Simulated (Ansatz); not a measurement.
## Is this ZrB₂ structure stable?

It was relaxed at this level from a cell as deposited in COD.

Level of theory: Ansatz, DFT PBE, scalar-relativistic, plane waves, PAW. Plane waves to 420 eV, an 18×18×14 mesh through Γ for the 3-atom cell and 0.10 eV Gaussian smearing; no spin polarisation.

```cif
data_structure
_symmetry_space_group_name_H-M 'P6/mmm'
_symmetry_Int_Tables_number 191
_cell_length_a 3.1716
_cell_length_b 3.1716
_cell_length_c 3.5408
_cell_angle_alpha 90.000
_cell_angle_beta 90.000
_cell_angle_gamma 120.000
_cell_volume 30.85
loop_
_atom_site_label
_atom_site_type_symbol
_atom_site_symmetry_multiplicity
_atom_site_Wyckoff_symbol
_atom_site_fract_x
_atom_site_fract_y
_atom_site_fract_z
_atom_site_occupancy
Zr1 Zr 1 a 0.00000 0.00000 0.00000 1
B1 B 2 d 0.33333 0.66667 0.50000 1
```

Formation energies are uncorrected and refer to the elements' standard structures at the same level.

Problem. These tests were run: energy against the elements; random kick, then relaxation without symmetry; phonons on a 3×3×2 q mesh; elastic tensor. What do they show?

Solution.

```json
{"test": "energy against the elements", "result": "−1.02 eV/atom"}
{"test": "random kick, then relaxation without symmetry", "result": "returns"}
{"test": "phonons on a 3×3×2 q mesh", "result": "no imaginary mode on the mesh"}
{"test": "elastic tensor", "result": "least eigenvalue 250 GPa"}
```

It fails none of these tests. Competing phases weren't compared here.

The kick test ran on a coarse mesh. The run for the phonons used an 18×18×14 k mesh and Fermi–Dirac smearing of 0.15 eV. The run for the elastic tensor used an 18×18×14 k mesh and Fermi–Dirac smearing of 0.15 eV.
